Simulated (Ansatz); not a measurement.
# Ge: molecular dynamics, part 2 of 2

The plan is to heat the crystal hard, then cool it somewhat, and see whether it keeps its order. Runs: 140 steps of 2.25 fs under a Langevin thermostat at 2800 K; 110 steps of 3 fs under a Langevin thermostat at 1680 K. The start is the crystal (diamond), its volume scaled by 1.05.

Ansatz 0.2.0; DFT PBEsol, plane waves, PAW, scalar-relativistic, no spin polarisation. Earlier steps stand in the parts before.

### 8 Frames and traces

The trajectory, every 6 steps (energies from step 0); msd is the mean square displacement from the start, the centre of mass held:

| time (fs) | T (K) | potential energy change (meV/atom) | msd Ge (Å²) |
| --- | --- | --- | --- |
| 0.0 | 1575 | 0.0 | 0.000 |
| 18.0 | 1022 | -15.5 | 0.010 |
| 36.0 | 1410 | -56.7 | 0.024 |
| 54.0 | 1178 | -69.7 | 0.043 |
| 72.0 | 1483 | -73.0 | 0.069 |
| 90.0 | 1523 | -73.3 | 0.109 |
| 108.0 | 1423 | -60.4 | 0.139 |
| 126.0 | 1307 | -62.2 | 0.163 |
| 144.0 | 1044 | -35.8 | 0.194 |
| 162.0 | 1370 | -45.2 | 0.205 |
| 180.0 | 2008 | -57.2 | 0.240 |
| 198.0 | 1708 | -83.8 | 0.265 |
| 216.0 | 1348 | -88.4 | 0.291 |
| 234.0 | 1902 | -75.5 | 0.293 |
| 252.0 | 1262 | -64.2 | 0.285 |
| 270.0 | 1746 | -76.1 | 0.306 |
| 288.0 | 1658 | -87.2 | 0.315 |
| 306.0 | 1684 | -65.5 | 0.329 |
| 324.0 | 1980 | -16.5 | 0.388 |
| 330.0 | 1523 | 8.6 | 0.408 |

time (fs), T (K) and a bar:
```
      0.0       1575 #################
     15.0       1226 ######
     30.0       1341 ##########
     42.0       1583 ##################
     57.0       1229 ######
     72.0       1483 ##############
     87.0       1584 ##################
     99.0       1294 ########
    114.0       1226 ######
    129.0       1559 #################
    144.0       1044 
    159.0       1524 ################
    171.0       1541 ################
    186.0       1691 #####################
    201.0       1556 #################
    216.0       1348 ##########
    231.0       1450 #############
    243.0       1770 ########################
    258.0       1109 ##
    273.0       1692 #####################
    288.0       1658 ####################
    300.0       1640 ####################
    315.0       1958 ##############################
    330.0       1523 ################
```

Pair distribution over the second half of the run:

| r (Å) | g Ge–Ge |
| --- | --- |
| 0.68 | 0.00 |
| 0.84 | 0.00 |
| 1.00 | 0.00 |
| 1.16 | 0.00 |
| 1.32 | 0.00 |
| 1.48 | 0.00 |
| 1.64 | 0.00 |
| 1.80 | 0.00 |
| 1.96 | 0.00 |
| 2.12 | 0.01 |
| 2.28 | 0.21 |
| 2.44 | 1.32 |
| 2.60 | 2.22 |
| 2.76 | 1.96 |
| 2.92 | 1.61 |
| 3.08 | 1.39 |
| 3.24 | 1.34 |

First peaks of g(r) (not always the tallest), and, where a minimum follows, the mean number of second-named atoms round a first-named one up to the next minimum:

| pair | peak (Å) | height | minimum (Å) | neighbours |
| --- | --- | --- | --- | --- |
| Ge–Ge | 2.60 | 2.2 | - | - |

### 9 Frames from the trajectory

Extended XYZ, with forces in eV/Å:

```xyz
16
Lattice="0.000 5.753 5.753 5.753 0.000 5.753 5.753 5.753 0.000" Properties=species:S:1:pos:R:3:forces:R:3 pbc="T T T" time_fs=54.0 T=1178 dE=-1.1156
Ge    0.584    2.117   -0.435    0.031    0.233   -0.041
Ge    2.271    2.647    1.860   -0.423   -0.160    0.661
Ge    3.268    2.452   -0.426    1.009   -0.531    0.142
Ge    4.315    6.694    0.911   -0.281   -0.129   -0.105
Ge    2.609   -0.315    1.950    0.022    0.346    0.269
Ge    4.706    1.115    3.322   -0.117   -0.787   -0.197
Ge    4.782    3.699    3.050   -0.377    0.206   -0.189
Ge    8.429    4.820    5.102    0.830    0.912    0.121
Ge   -0.454    2.850    3.182    0.326    0.125   -0.050
Ge    0.740    5.014    4.710   -0.308   -0.117   -0.060
Ge    2.537    5.350    2.841   -0.010   -0.730   -0.359
Ge    2.585    7.900    2.927   -0.127    0.391   -0.603
Ge    3.155    2.852    5.039   -0.339   -0.058   -0.071
Ge    4.637    4.108    6.739    0.365    0.125    0.011
Ge    6.099    5.297    4.561   -0.370    0.277    0.439
Ge    6.028    7.336    6.591   -0.230   -0.102    0.033
16
Lattice="0.000 5.753 5.753 5.753 0.000 5.753 5.753 5.753 0.000" Properties=species:S:1:pos:R:3:forces:R:3 pbc="T T T" time_fs=111.0 T=1232 dE=-1.0044
Ge    0.644    2.340   -0.603   -0.383    0.267   -0.031
Ge    2.075    2.970    1.825   -0.502   -1.011   -0.253
Ge    3.379    2.410   -0.443    0.666   -0.467    0.354
Ge    4.381    6.750    0.806    0.371   -1.076    0.232
Ge    2.947   -0.052    2.107   -1.759   -0.253   -0.647
Ge    4.787    0.813    3.188    1.211    0.945    0.937
Ge    4.820    3.800    2.909    0.028   -0.275    0.511
Ge    8.571    4.836    5.155    0.760    0.576    0.300
Ge   -0.283    2.819    3.520    0.006   -0.256   -0.477
Ge    0.633    5.052    4.411   -0.060    0.145    0.556
Ge    2.573    5.140    2.781    0.343    0.959   -0.047
Ge    2.803    7.886    2.761    0.021   -0.051   -0.290
Ge    3.307    2.817    5.312   -0.420    0.579   -1.001
Ge    4.839    4.221    6.835    0.526   -0.131    0.155
Ge    6.264    5.430    4.574   -0.655    0.002   -0.073
Ge    6.017    7.207    6.708   -0.155    0.048   -0.226
16
Lattice="0.000 5.753 5.753 5.753 0.000 5.753 5.753 5.753 0.000" Properties=species:S:1:pos:R:3:forces:R:3 pbc="T T T" time_fs=165.0 T=1560 dE=-0.7386
Ge    0.466    2.332   -0.761    0.458    0.462    0.158
Ge    2.047    2.959    1.858   -0.227   -0.216   -0.234
Ge    3.438    2.359   -0.507    0.382   -0.192    0.361
Ge    4.408    7.147    0.904    1.311   -2.405    1.540
Ge    2.821    0.091    1.792   -0.267    0.293    0.014
Ge    4.817    0.792    3.241   -1.000    0.545   -0.321
Ge    4.909    3.820    2.949   -0.846   -0.639   -0.104
Ge    8.725    4.922    5.138    0.346    0.245    0.270
Ge   -0.185    2.827    3.480   -0.225   -0.527   -0.436
Ge    0.717    5.075    4.147    0.536   -0.253    0.847
Ge    2.672    5.376    2.616    0.414   -0.291   -0.497
Ge    2.690    7.922    2.740   -0.108    0.444    0.069
Ge    3.371    2.884    5.323   -1.364    1.875   -2.160
Ge    4.933    4.318    6.918    0.486    0.114    0.060
Ge    6.354    5.321    4.222    0.402    0.628    0.587
Ge    5.927    7.136    6.645   -0.297   -0.081   -0.155
16
Lattice="0.000 5.753 5.753 5.753 0.000 5.753 5.753 5.753 0.000" Properties=species:S:1:pos:R:3:forces:R:3 pbc="T T T" time_fs=219.0 T=1482 dE=-1.3962
Ge    0.427    2.585   -0.759    0.767   -0.213    0.288
Ge    1.984    2.982    1.664   -0.232    0.384   -0.424
Ge    3.674    2.336   -0.494    0.348   -0.292    0.562
Ge    4.531    7.207    1.114    0.247   -1.249    0.480
Ge    2.558    0.437    1.717   -0.603   -0.453   -0.674
Ge    4.383    0.887    3.204    0.730   -0.026    1.114
Ge    4.812    3.649    2.848   -0.333    0.008    0.106
Ge    8.668    4.783    5.017    1.140    0.183    0.428
Ge   -0.191    2.620    3.240    0.079    0.111    0.120
Ge    0.746    5.208    4.056   -0.708    0.054    0.129
Ge    2.766    5.424    2.598    0.412   -0.594   -0.663
Ge    2.567    7.927    3.050   -0.338    0.390   -0.126
Ge    3.472    2.943    5.223   -0.820    0.303   -1.116
Ge    4.727    4.199    7.047    0.218    1.023    0.185
Ge    6.405    5.175    4.290   -0.849    0.589   -0.184
Ge    5.648    6.932    6.684   -0.061   -0.218   -0.226
16
Lattice="0.000 5.753 5.753 5.753 0.000 5.753 5.753 5.753 0.000" Properties=species:S:1:pos:R:3:forces:R:3 pbc="T T T" time_fs=276.0 T=1957 dE=-1.3593
Ge    0.480    2.440   -0.809    0.514   -0.145    0.877
Ge    2.089    2.993    1.720   -0.523   -0.187   -0.647
Ge    3.698    2.196   -0.312   -0.447   -0.127   -0.337
Ge    4.429    7.144    1.162    0.180   -0.517    0.028
Ge    2.287    0.383    1.768    0.150   -0.218    0.019
Ge    4.417    0.953    3.348   -0.688   -0.343    1.159
Ge    4.654    3.649    3.160   -0.206    0.191   -0.299
Ge    8.755    4.604    4.749    0.727    0.293   -0.163
Ge   -0.221    2.577    3.211    0.337   -0.312    0.402
Ge    0.774    5.238    4.369   -0.673    0.119    0.548
Ge    2.590    5.226    2.730    0.673    0.331   -0.540
Ge    2.478    7.857    3.029   -0.014    0.201    0.372
Ge    3.356    3.125    5.378   -0.234    0.125   -0.100
Ge    4.480    4.273    7.483   -0.378    0.501   -0.534
Ge    6.355    5.175    4.371   -0.323    0.466    0.006
Ge    5.420    6.885    6.912    0.904   -0.377   -0.791
16
Lattice="0.000 5.753 5.753 5.753 0.000 5.753 5.753 5.753 0.000" Properties=species:S:1:pos:R:3:forces:R:3 pbc="T T T" time_fs=330.0 T=1523 dE=0.1381
Ge    0.415    2.502   -0.652    0.591    0.189   -0.034
Ge    2.459    3.228    1.554   -0.725   -2.414   -1.486
Ge    3.788    2.058   -0.282   -2.912    1.193   -2.150
Ge    4.816    7.053    1.112   -0.521   -0.443   -0.191
Ge    2.241    0.350    1.981   -0.463    0.275   -0.118
Ge    4.380    0.617    3.289   -0.492    1.874    0.459
Ge    4.468    3.879    3.196    0.326   -0.452   -0.169
Ge    8.784    4.534    4.627   -0.114   -0.111    0.012
Ge   -0.198    2.380    3.275    0.150    0.309    0.129
Ge    0.510    5.354    4.334    0.185   -0.473    1.090
Ge    2.368    5.145    2.704   -0.100    2.039    0.798
Ge    2.534    7.568    3.260    0.225    0.944    0.057
Ge    3.419    2.984    5.317    0.032   -0.177    0.619
Ge    4.580    4.498    7.493   -0.067   -1.539   -1.131
Ge    6.122    5.232    4.437    0.709    0.507    0.234
Ge    5.428    6.918    6.565    3.175   -1.719    1.879
```

Reading of run 2. Against a set 1680 K the second half averages 1649 K with a spread of 272 K (in equilibrium 16 atoms would scatter by about 343 K, over a far longer run). Counted from the crystal's sites, with the common drift removed, the atoms stand 1.52 Å away over the last tenth of the run (root mean square), 61 % of the neighbour distance: well past the 10 to 20 % at which crystals usually melt, so the lattice order is being lost.

### 10 Results

The summary covers parts 1 to 2.

| quantity | value |
| --- | --- |
| run 1: length | 140 steps of 2.25 fs |
| run 1: temperature, first and last step | 2625 and 1696 K |
| run 1: temperature, second half | mean 2439 K, from 1663 to 3192 K |
| run 1: potential energy, second half | +359 meV/atom from this run's first step |
| run 1: mean square displacement, second half | Ge 1.2 Å² |
| run 2: length | 110 steps of 3 fs |
| run 2: temperature, first and last step | 1575 and 1523 K |
| run 2: temperature, second half | mean 1649 K, from 1109 to 2324 K |
| run 2: potential energy, second half | -68 meV/atom from this run's first step |
| run 2: mean square displacement, second half | Ge 0.296 Å² |

Mean temperatures of the second halves: 2439 K, 1649 K. In the last run: counted from the crystal's sites, with the common drift removed, the atoms stand 1.52 Å away over the last tenth of the run (root mean square), 61 % of the neighbour distance: well past the 10 to 20 % at which crystals usually melt, so the lattice order is being lost. 330 fs on 16 atoms is far too short and small for converged averages. Accuracy level and mesh were kept low to afford the steps.
